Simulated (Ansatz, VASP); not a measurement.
**Two plane-wave programs on AlN**

Contents of INCAR:

```
PREC = Accurate ; ENCUT = 600
EDIFF = 1E-7 ; ISMEAR = 0
SIGMA = 0.1 ; LREAL = False
LASPH = True ; NELM = 100
ALGO = Normal ; ISIF = 3
LWAVE = False ; LCHARG = False
GGA = PE ; IBRION = 2
NSW = 90 ; EDIFFG = -0.04
```

The input KPOINTS:

```
regular mesh
0
Gamma
  6 6 2
```

Contents of POSCAR:

```
AlN
1.0
    2.9718851200      0.0000000000      0.0000000000
   -1.4859425600      2.5737280200      0.0000000000
    0.0000000000      0.0000000000     14.5591914600
Al N
6 6
Direct
    0.0000000000      0.0000000000      0.1875000000
    0.0000000000      0.0000000000      0.6875000000
    0.3333333300      0.6666666700      0.5208299800
    0.6666666700      0.3333333300      0.0208299800
    0.3333333300      0.6666666700      0.8541700200
    0.6666666700      0.3333333300      0.3541700200
    0.0000000000      0.0000000000      0.3125000000
    0.0000000000      0.0000000000      0.8125000000
    0.3333333300      0.6666666700      0.9791700200
    0.6666666700      0.3333333300      0.4791700200
    0.3333333300      0.6666666700      0.6458299800
    0.6666666700      0.3333333300      0.1458299800
```

Input for Ansatz:

```yaml
crystal:
  lattice:
    - [2.97188512, 0.0, 0.0]
    - [-1.48594256, 2.57372802, 0.0]
    - [0.0, 0.0, 14.55919146]
  atoms:
    - { symbol: Al, position: [0.0, 0.0, 0.1875] }
    - { symbol: Al, position: [0.0, 0.0, 0.6875] }
    - { symbol: Al, position: [0.33333333, 0.66666667, 0.52082998] }
    - { symbol: Al, position: [0.66666667, 0.33333333, 0.02082998] }
    - { symbol: Al, position: [0.33333333, 0.66666667, 0.85417002] }
    - { symbol: Al, position: [0.66666667, 0.33333333, 0.35417002] }
    - { symbol: "N", position: [0.0, 0.0, 0.3125] }
    - { symbol: "N", position: [0.0, 0.0, 0.8125] }
    - { symbol: "N", position: [0.33333333, 0.66666667, 0.97917002] }
    - { symbol: "N", position: [0.66666667, 0.33333333, 0.47917002] }
    - { symbol: "N", position: [0.33333333, 0.66666667, 0.64582998] }
    - { symbol: "N", position: [0.66666667, 0.33333333, 0.14582998] }
basis:
  ecutwfc: 420
kpoints:
  mp_grid: { grid: [6, 6, 2] }
hamiltonian:
  xc: pbe
scf:
  occupations: { method: gaussian, width: 0.1 }
  lower_state_search: "off"
output:
  forces: true
  stress: true
  eigenvalues: true
relax:
  adjacent_minimum: "off"
  f_tol: 0.04
  max_steps: 70
  cell: { stress_tol: 0.4 }
```

Alike in both runs: task relaxation of cell and atoms; functional PBE; k mesh 6 × 6 × 2; occupations gaussian, width 0.1 eV; no spin polarisation.

|  | VASP | Ansatz |
| --- | --- | --- |
| version | VASP 6.6.1 | Ansatz 0.2.0 |
| potentials or method | VASP PAW PBE potentials, release 64 (Al, N) | scalar-relativistic, plane waves, PAW |
| plane-wave cutoff (eV) | 600 | 420 |
| valence electrons in the cell | 48 | 48 |

Ansatz gave:

| Quantity | Value |
| --- | --- |
| gap on the k mesh at the Fermi level, each at its own relaxed structure (eV) | 3.80 |
| relaxed volume (Å³/atom) | 10.66 |
| relaxed cell length with the largest relative difference (Å) | 15.195 |
| energy change over the relaxation (meV/atom) | -136 |

Q: What did VASP give for the same quantities?

A: gap on the k mesh at the Fermi level, each at its own relaxed structure (eV): 3.80; relaxed volume (Å³/atom): 10.67; relaxed cell length with the largest relative difference (Å): 15.199; energy change over the relaxation (meV/atom): -134.

A k mesh can miss the band edges. A hybrid or GW would open this gap; PBE tends to underestimate it.
